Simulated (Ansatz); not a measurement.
# Band table of Y (fcc type)

```
CELL_PARAMETERS angstrom
0.00000 1.91227 1.91227
1.91227 0.00000 1.91227
1.91227 1.91227 0.00000
ATOMIC_POSITIONS crystal
Y 0.00000 0.00000 0.00000
```

The cell comes from a relaxation on PAW files under the same functional, begun from a prototype that needn't be the stable phase.

Computed with Ansatz 0.2.0; functional PBE, scalar-relativistic. Settings: a Γ-centred 14×14×14 k mesh, Fermi–Dirac smearing of 0.08 eV, no spin polarisation. Methods: LAPW: all electrons, basis error target 1 meV/atom.

This run: volume at 0.43 of the series' base cell.

The structure type is held throughout; the real material can change phase at far lower pressure.

Path points, in fractions of the reciprocal vectors: Γ (0.000, 0.000, 0.000), X (0.500, 0.000, 0.500), U (0.625, 0.250, 0.625), K (0.375, 0.375, 0.750), L (0.500, 0.500, 0.500), W (0.500, 0.250, 0.750). The distance column jumps between branches of the path. Levels in eV from the Fermi level; bands 11 to 17, counted from the lowest band of the run. The gap is zero, the pressure 117.9 GPa.

```
# k(1/Å) point b11 b12 b13 b14 b15 b16 b17
0.000 Γ -19.53 -19.53 -19.53 -3.34 2.05 2.05 2.05
0.205 - -19.78 -19.62 -19.62 -2.96 1.56 2.29 2.29
0.411 - -20.46 -19.86 -19.86 -2.02 0.47 3.00 3.00
0.616 - -21.39 -20.21 -20.21 -1.21 -0.76 3.78 4.12
0.821 - -22.38 -20.60 -20.60 -1.89 -1.69 4.36 5.58
1.027 - -23.31 -20.97 -20.97 -2.96 -2.81 6.20 7.33
1.232 - -24.06 -21.27 -21.27 -4.11 -3.49 8.26 9.29
1.438 - -24.55 -21.46 -21.46 -4.87 -3.91 9.91 11.16
1.643 X -24.72 -21.53 -21.53 -5.12 -4.05 10.56 11.40
1.715 - -24.71 -21.56 -21.52 -5.08 -4.00 10.22 11.23
1.788 - -24.68 -21.66 -21.50 -4.97 -3.84 9.53 10.78
1.861 - -24.62 -21.82 -21.46 -4.81 -3.57 8.75 10.18
1.933 - -24.53 -22.02 -21.41 -4.62 -3.18 7.96 9.51
2.006 - -24.43 -22.26 -21.35 -4.41 -2.67 7.18 8.84
2.078 - -24.30 -22.51 -21.28 -4.19 -2.07 6.42 8.17
2.151 - -24.16 -22.77 -21.20 -3.95 -1.41 5.69 7.53
2.224 U -23.99 -23.02 -21.11 -3.68 -0.73 4.99 6.93
3.230 K -23.99 -23.02 -21.11 -3.68 -0.73 4.99 6.93
3.448 - -23.62 -23.38 -20.79 -2.72 1.10 3.14 5.39
3.665 - -23.83 -22.65 -20.45 -1.55 1.68 1.89 4.33
3.883 - -23.59 -21.87 -20.13 -0.30 0.69 1.63 3.83
4.101 - -22.91 -21.10 -19.88 0.12 0.22 1.71 3.91
4.319 - -21.92 -20.44 -19.70 -0.80 0.30 2.64 3.36
4.537 - -20.81 -19.94 -19.59 -1.94 0.86 2.63 2.82
4.754 - -19.89 -19.63 -19.54 -2.92 1.64 2.19 2.31
4.972 Γ -19.53 -19.53 -19.53 -3.34 2.05 2.05 2.05
5.150 - -19.79 -19.56 -19.56 -3.06 1.80 2.17 2.17
5.328 - -20.52 -19.63 -19.63 -2.40 1.34 2.47 2.47
5.506 - -21.52 -19.75 -19.75 -1.92 1.41 2.71 2.71
5.684 - -22.61 -19.88 -19.88 -2.08 2.44 2.60 2.60
5.861 - -23.64 -20.01 -20.01 -2.51 2.23 2.23 3.93
6.039 - -24.47 -20.12 -20.12 -2.90 1.84 1.84 5.29
6.217 - -25.01 -20.18 -20.18 -3.15 1.58 1.58 6.15
6.395 L -25.20 -20.21 -20.21 -3.24 1.48 1.48 6.40
6.540 - -25.16 -20.35 -20.24 -3.04 1.16 1.64 6.34
6.685 - -25.02 -20.75 -20.34 -2.51 0.42 2.13 5.80
6.831 - -24.81 -21.31 -20.52 -1.78 -0.40 2.94 4.82
6.976 - -24.52 -21.92 -20.76 -1.10 -0.99 3.74 3.98
7.121 - -24.18 -22.49 -21.06 -1.63 -0.23 2.75 4.89
7.266 - -23.82 -22.95 -21.40 -1.96 0.47 1.95 5.19
7.411 - -23.49 -23.24 -21.71 -2.14 1.01 1.42 4.99
7.557 W -23.34 -23.34 -21.85 -2.18 1.23 1.23 4.84
7.659 - -23.64 -23.03 -21.84 -2.35 0.13 2.41 5.10
7.762 - -23.91 -22.72 -21.81 -2.79 -0.88 3.64 5.80
7.865 - -24.15 -22.41 -21.76 -3.35 -1.78 4.91 6.78
7.967 - -24.35 -22.12 -21.69 -3.92 -2.56 6.21 7.91
8.070 - -24.51 -21.88 -21.63 -4.41 -3.19 7.51 9.09
8.173 - -24.63 -21.69 -21.58 -4.80 -3.66 8.78 10.20
8.275 - -24.70 -21.57 -21.54 -5.04 -3.95 9.94 11.06
8.378 X -24.72 -21.53 -21.53 -5.12 -4.05 10.56 11.40
```
